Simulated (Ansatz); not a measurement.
InSe:

```
CELL_PARAMETERS angstrom
2.00000 1.15470 8.44000
-2.00000 1.15470 8.44000
0.00000 -2.30940 8.44000
ATOMIC_POSITIONS crystal
In 0.88860 0.88860 0.88860
In 0.00000 0.00000 0.00000
Se 0.17190 0.17190 0.17190
Se 0.38350 0.38350 0.38350
```

```yaml
Program: Ansatz 0.2.0
Task: relaxation of cell and atoms
Functional: BLYP
Dispersion: D3(BJ)
Potentials_or_basis: Ansatz PAW
Cutoff: "420 eV (not typed: the program's choice for these potentials)"
k_mesh: 8 × 8 × 8
Occupations: fermi-dirac, width 0.05 eV
Spin: no spin polarisation
```

At the start: volume 29.24 Å³/atom.

Problem. Where does the relaxation end?

Solution. It ends after 5 steps and the volume is 29.17 Å³/atom (-0.2 %); space group R3m (No. 160, to 0.05 Å).

The path:
```
step  energy change (eV)  largest force (eV/Å)  volume (Å³)
   1              0.0000                0.4643       116.95
   2             -0.0542                0.1710       117.28
   3             -0.0564                0.0716       117.32
   4             -0.0603                0.0069       116.67
   5             -0.0602                0.0067       116.67
```

Final structure:
```yaml
crystal:
  lattice:
    - [2.03800, 1.17664, 8.10901]
    - [-2.03800, 1.17664, 8.10901]
    - [0.00000, -2.35328, 8.10901]
  atoms:
    - { symbol: In, position: [0.88689, 0.88689, 0.88689] }
    - { symbol: In, position: [0.00164, 0.00164, 0.00164] }
    - { symbol: Se, position: [0.16808, 0.16808, 0.16808] }
    - { symbol: Se, position: [0.38738, 0.38738, 0.38738] }
```

Caveat: the plane-wave basis is chosen anew once the cell has moved, so the energies of steps on either side of that aren't comparable; the PAW data sets come from PBE, with cores solved anew for the run's functional, which leaves a small shift of forces and pressure.
